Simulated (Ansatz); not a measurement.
## How far is this W₃C₂ from the hull?

The calculation used Ansatz 0.2.0, DFT PBE, scalar-relativistic, plane waves, PAW. Settings: cutoff 420 eV, Γ-centred meshes spaced at most about 0.3 Å⁻¹, and about 0.25 Å⁻¹ or finer for metals (2π included), Gaussian smearing. No spin polarisation.

Energies over the elements count from the elements' standard structures at the same level, with no fitted energy shifts.

Temperature and zero-point effects are left out. These runs have no spin–orbit coupling, which can matter for W. The reference form of C is held partly by dispersion forces, which this level lacks.

The competitors are the elements and 2 reference phases of this chemical system (from databases or known types: W2C, WC), relaxed at the same level; other known phases may be missing.

The candidate was reached from: a relaxed cell, shaken at random and relaxed again.

```cif
data_structure
_symmetry_space_group_name_H-M 'P 1'
_symmetry_Int_Tables_number 1
_cell_length_a 5.2085
_cell_length_b 5.2085
_cell_length_c 5.2085
_cell_angle_alpha 146.469
_cell_angle_beta 130.899
_cell_angle_gamma 60.771
_cell_volume 58.43
loop_
_atom_site_label
_atom_site_type_symbol
_atom_site_fract_x
_atom_site_fract_y
_atom_site_fract_z
_atom_site_occupancy
W1 W 0.50000 0.00000 0.50000 1
W2 W 0.84505 0.34505 0.50000 1
W3 W 0.15495 0.65495 0.50000 1
C1 C 0.32725 0.32725 0.00000 1
C2 C 0.67275 0.67275 0.00000 1
```

Problem. Where does it stand against these competitors?

Solution. Not stable. Its formation energy is 0.084 eV/atom. The lowest competing mixture at this composition is this:

```tsv
phase	space group	source	share of atoms	ΔE_f (eV/atom)
W	-	element	0.2000	0.000
WC	P-6m2 (No. 187)	Materials Project	0.8000	-0.145
```

The mixture lies at -0.116 eV/atom, and the candidate lies 0.20 eV/atom above it. The candidate matches no cell in the subsets of the Crystallography Open Database and the Materials Project at hand. A phase this far over the hull is unlikely to be made.
